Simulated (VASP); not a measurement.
# SiC: relaxation of cell and atoms with PBEsol

SiC:

```xyz
8
Lattice="3.0790 0.0000 0.0000 -1.5395 2.6665 0.0000 0.0000 0.0000 10.0796" Properties=species:S:1:pos:R:3 pbc="T T T"
Si    1.5395    0.8888    9.4530
Si    0.0000    1.7777    4.4132
Si    0.0000    0.0000    6.9337
Si    0.0000    0.0000    1.8939
C     1.5395    0.8888    7.5578
C     0.0000    1.7777    2.5180
C     0.0000    0.0000    5.0444
C     0.0000    0.0000    0.0046
```

The cell is a database's computed one.

```json
{"Program": "VASP 6.6.1", "Task": "relaxation of cell and atoms", "Functional": "PBEsol", "Potentials or basis": "VASP PAW PBE potentials, release 64 (Si, C)", "Cutoff": "600 eV", "k mesh": "12 × 12 × 3", "Occupations": "gaussian, width 0.03 eV", "Spin": "no spin polarisation", "Further INCAR settings": "ALGO = Normal; EDIFF = 1e-07; IBRION = 2; EDIFFG = -0.005; NSW = 90; ISIF = 3"}
```

```json
{"Pressure after relaxing": "0.0 GPa", "Band gap on the k mesh": "2.11 eV, indirect (least direct gap 3.23 eV)"}
```

Forces in eV/Å, atoms in the order of the input:
```
Si   0.000  0.000  0.002
Si   0.000  0.000  0.002
Si   0.000  0.000  0.002
Si   0.000  0.000  0.002
C    0.000  0.000 -0.001
C    0.000  0.000 -0.001
C    0.000  0.000 -0.002
C    0.000  0.000 -0.002
```

Final structure:
```yaml
crystal:
  lattice:
    - [3.07898, 0.00000, 0.00000]
    - [-1.53949, 2.66648, 0.00000]
    - [0.00000, 0.00000, 10.07959]
  atoms:
    - { symbol: Si, position: [0.66667, 0.33333, 0.93783] }
    - { symbol: Si, position: [0.33333, 0.66667, 0.43783] }
    - { symbol: Si, position: [0.00000, 0.00000, 0.68790] }
    - { symbol: Si, position: [0.00000, 0.00000, 0.18790] }
    - { symbol: C, position: [0.66667, 0.33333, 0.74981] }
    - { symbol: C, position: [0.33333, 0.66667, 0.24981] }
    - { symbol: C, position: [0.00000, 0.00000, 0.50046] }
    - { symbol: C, position: [0.00000, 0.00000, 0.00046] }
```

Levels at points of the mesh, in eV from the valence-band top:
| k point | band 12 | band 13 | band 14 | band 15 | band 16 | band 17 | band 18 | band 19 | band 20 | band 21 |
| --- | --- | --- | --- | --- | --- | --- | --- | --- | --- | --- |
| (0.00, 0.00, 0.00) | -0.59 | -0.59 | -0.05 | 0.00 | 0.00 | 5.03 | 5.60 | 6.24 | 6.24 | 6.91 |
| (0.50, 0.00, 0.00) | -2.40 | -2.38 | -2.23 | -1.59 | -1.13 | 2.11 | 2.24 | 4.11 | 4.65 | 5.19 |

Run time: 42 s on 2 MPI ranks on Intel(R) Xeon(R) Platinum 8488C (Sapphire Rapids) (shared host), peak memory 0.24 GiB a rank.

Caveat: the relaxation stopped at its first step, so nothing moved; the PAW data sets were made with another functional, which shifts forces and pressure a little; an odd mesh through Γ misses points on the zone boundary, where band edges often lie.
